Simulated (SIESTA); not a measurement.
# SnTe under changes of volume

One of the cells (31.281 Å³/atom); the others are scaled copies at fixed shape and fractional positions:

```
CELL_PARAMETERS angstrom
0.00000 3.15085 3.15085
3.15085 0.00000 3.15085
3.15085 3.15085 0.00000
ATOMIC_POSITIONS crystal
Te 0.50000 0.50000 0.50000
Sn 0.00000 0.00000 0.00000
```

| Item | Value |
| --- | --- |
| Program | SIESTA 5.4.2 |
| Functional | PBEsol |
| Potentials or basis | PseudoDojo 0.4 standard (PBEsol files) |
| Basis | DZP (energy shift 0.003 Ry; two zetas on semicore shells) |
| Grid cutoff | 500 Ry |
| Energy shift | 0.003 Ry |
| k mesh | 7 × 7 × 7 |
| Occupations | fermi-dirac, width 0.05 eV |
| Spin | no spin polarisation |

```csv
volume (Å³/atom),energy over the lowest point (meV/atom),pressure (GPa)
29.404,?,?
30.030,10.94,2.6
30.656,3.27,1.4
31.281,0.00,0.3
31.907,0.67,-0.6
32.532,4.63,-1.4
33.158,11.63,-2.1
```

Task: What does the run at 29.404 Å³/atom give?

Result: Energy over the lowest point 22.68 meV/atom; pressure 3.9 GPa.

Worked out: A Birch-Murnaghan fit of order 3 (a polynomial in V^(-2/3)) to the other rows has its minimum at 31.48 Å³/atom with B0 = V·E''(V) = 48 GPa and B' = 5.7. It gives 23.67 meV/atom at 29.404 Å³/atom, against the run's 22.68, and -dE/dV = 4.0 GPa, against 3.9.

Energies are extrapolated to zero smearing.

Caveats: the basis of atomic orbitals isn't converged, which shifts pressures, moduli and gaps.
